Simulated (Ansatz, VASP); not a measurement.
# One calculation of C, two programs

File INCAR:

```
SYSTEM = C
ALGO     = Normal         ! electronic algorithm
EDIFF    = 1E-7           ! SCF threshold, eV
ENCUT    = 520            ! plane-wave cutoff, eV
GGA      = PE             ! functional
ISIF     = 2              ! what is computed and relaxed
ISMEAR   = 0              ! smearing method
IVDW     = 12             ! dispersion correction
LASPH    = .TRUE.         ! aspherical terms in the spheres
LCHARG   = .FALSE.        ! write CHGCAR
LREAL    = .FALSE.        ! projectors in reciprocal space
LWAVE    = .FALSE.        ! write WAVECAR
NBANDS   = 11             ! bands
NELM     = 60             ! most SCF steps
PREC     = Accurate       ! precision mode
SIGMA    = 0.05           ! smearing width, eV
```

KPOINTS

```
k-points
0
G
  15 15 15
  0 0 0
```

File POSCAR:

```
C
1.0
    1.2324984681      0.7115833223      3.3613878357
   -1.2324984681      0.7115833223      3.3613878357
    0.0000000000     -1.4231666447      3.3613878357
C
2
Direct
    0.1571748731      0.1571748731      0.1571748731
    0.8428251269      0.8428251269      0.8428251269
```

Input for Ansatz:

```yaml
crystal:
  lattice:
    - [1.2324984681, 0.7115833223, 3.3613878357]
    - [-1.2324984681, 0.7115833223, 3.3613878357]
    - [0.0, -1.4231666447, 3.3613878357]
  atoms:
    - { symbol: C, position: [0.1571748731, 0.1571748731, 0.1571748731] }
    - { symbol: C, position: [0.8428251269, 0.8428251269, 0.8428251269] }
basis:
  ecutwfc: 520.0
kpoints:
  mp_grid: { grid: [15, 15, 15] }
hamiltonian:
  xc: pbe
  dispersion: d3bj
scf:
  occupations: { method: gaussian, width: 0.05 }
output:
  forces: true
  stress: true
  eigenvalues: true
```

Change from the starting cell: mode 4 frozen in at -0.095 Å and mode 6 at +0.000 Å (largest displacements).

Alike in both runs: task single point; functional PBE; dispersion D3(BJ); k mesh 15 × 15 × 15; occupations gaussian, width 0.05 eV; no spin polarisation.

|  | VASP | Ansatz |
| --- | --- | --- |
| version | VASP 6.6.1 | Ansatz 0.2.0 |
| potentials or method | VASP PAW PBE potentials, release 64 (C) | scalar-relativistic, plane waves, PAW |
| plane-wave cutoff (eV) | 520 | 520 |
| valence electrons in the cell | 8 | 8 |

```tsv
	VASP	Ansatz	Ansatz less VASP
gap on the k mesh at the Fermi level (eV)	0.93	0.93	0.000
least direct gap on the mesh (eV)	0.98	0.98	0.000
pressure (GPa)	-1.7	-2.1	-0.45
largest component of the traceless stress (GPa)	4.62	4.11	-0.507
rms of the force components (eV/Å)	1.810	1.817	+0.0069
```

Atom by atom the forces differ by 0.007 eV/Å (rms over components).

Caveats: an odd mesh through Γ misses points on the zone boundary, where band edges often lie; forces of over 1 eV/Å show positions far from the minimum, so gaps and moduli don't describe the material at rest.
